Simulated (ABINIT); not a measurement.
Here is an ABINIT 10.8.3 (patched build) calculation.

File run.abi:

```
# Datasets: ground state, then fixed potential
ndtset 2

# Pseudopotentials
pp_dirpath "./"
pseudos "W.GGA_PBE-JTH.xml"

# Structure
acell 3*1.0
rprim
     5.3094916828     0.0000000000     0.0000000000
     0.0000000000     9.1913822058     0.0000000000
     0.0000000000     0.0000000000     9.3044350712
ntypat 1
znucl 74
natom 4
typat 1 1 1 1
xred
     0.7931720000     0.9368430000     0.7500000000
     0.2068280000     0.4368430000     0.7500000000
     0.2068280000     0.0631570000     0.2500000000
     0.7931720000     0.5631570000     0.2500000000
chkprim 0
chksymtnons 0
tolsym 1.0e-6

# Plane-wave basis
ecut 435.382180 eV
pawecutdg 32.0
pawxcdev 0

# Exchange and correlation
ixc -116133

# Bands and occupations
occopt 3
tsmear 0.00183747

# SCF cycle
nstep 100

# Output
iomode 3
prtwf 0
prteig 0
prtebands 0
enunit 1
prtden1 1
prtvha1 1
prtvclmb1 1
prtpot1 1

# Dataset 1
kptopt1 1
ngkpt1 9 6 6
nshiftk1 1
shiftk1 0.0 0.0 0.0
nband1 34
tolvrs1 1.0e-9

# Dataset 2: bands along G-X-S-Y-G-Z-U-R-T-Z
iscf2 -2
getden2 1
nband2 40
nbdbuf2 4
tolwfr2 1.0e-11
kptopt2 -9
ndivsm2 5
prteig2 1
prtvol2 -3
kptbounds2
     0.0000000000     0.0000000000     0.0000000000
     0.5000000000     0.0000000000     0.0000000000
     0.5000000000     0.5000000000     0.0000000000
     0.0000000000     0.5000000000     0.0000000000
     0.0000000000     0.0000000000     0.0000000000
     0.0000000000     0.0000000000     0.5000000000
     0.5000000000     0.0000000000     0.5000000000
     0.5000000000     0.5000000000     0.5000000000
     0.0000000000     0.5000000000     0.5000000000
     0.0000000000     0.0000000000     0.5000000000
```

Potentials or basis: JTH PAW PBE v2.0.

Run with:

```sh
$ abinit run.abi > log 2>&1
```

Question: Predict the pressure.

Answer: -11.0 GPa.

Question: Predict the band gap on the k mesh.

Answer: None (metal or under the smearing width).

Question: Estimate the largest force.

Answer: 0.069 eV/Å.

Stress tensor (GPa, compression positive):
```
-10.44   0.00   0.00
  0.00 -11.37   0.00
  0.00   0.00 -11.25
```

Caveat: the PAW data sets were made with another functional, which shifts forces and pressure a little; spin-orbit coupling is left out, which moves the levels of the heavy elements.
